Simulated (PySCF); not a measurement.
Isomers of [C4H10N]+. Computed, not measured: PySCF 2.14.0, density-fitted response routines, TDDFT PBE0/def2-SVPD, vertical, gas phase, core orbitals frozen in the response. Geometries: GFN2-xTB; one conformer of each isolated species. Triplets are in the Tamm–Dancoff approximation. Ions are computed without counter-ions or solvent.

A. `C1CC[NH2+]C1`
B. `[NH3+]CC1CC1`
C. `[NH3+]C1CCC1`

Lowest singlet levels (six at most, fewer where fewer were computed) with oscillator strengths:

1. 175 nm (f 0.013); 172 nm (f 0.037); 146 nm (f 0.005); 145 nm (f 0.012); 143 nm (f 0.008); 142 nm (f 0.031); T1 6.99 eV
2. 161 nm (f 0.012); 160 nm (f 0.004); 152 nm (f 0.034); 141 nm (f 0.000); 139 nm (f 0.023); 134 nm (f 0.008); T1 7.60 eV
3. 148 nm (f 0.002); 136 nm (f 0.015); 133 nm (f 0.021); 131 nm (f 0.009); 126 nm (f 0.010); 125 nm (f 0.002); T1 8.27 eV

Question: Which spectrum belongs to which structure?

Answer: 1 = B, 2 = C, 3 = A.
- A: S1 at 8.41 eV, HOMO→LUMO (98%); Löwdin shares by element: HOMO carbon 43% or more, hydrogen 22% or more (atoms not listed hold the other 35%); LUMO hydrogen 36% or more, nitrogen 16%, carbon 10% or more (atoms not listed hold the other 38%); HOMO -14.13 and LUMO -4.56 eV.
- B: S1 at 7.10 eV, HOMO→LUMO (89%), HOMO-1→LUMO (10%); Löwdin shares by element: HOMO carbon 84% (atoms not listed hold the other 16%); LUMO hydrogen 50% or more, nitrogen 21% (atoms not listed hold the other 29%); HOMO -12.92 and LUMO -4.80 eV.
- C: S1 at 7.68 eV, HOMO→LUMO (99%); Löwdin shares by element: HOMO carbon 78% (atoms not listed hold the other 22%); LUMO hydrogen 51% or more, nitrogen 21% (atoms not listed hold the other 28%); HOMO -13.54 and LUMO -4.77 eV; point group Cs, 1 of its 6 listed states under f = 0.0005.
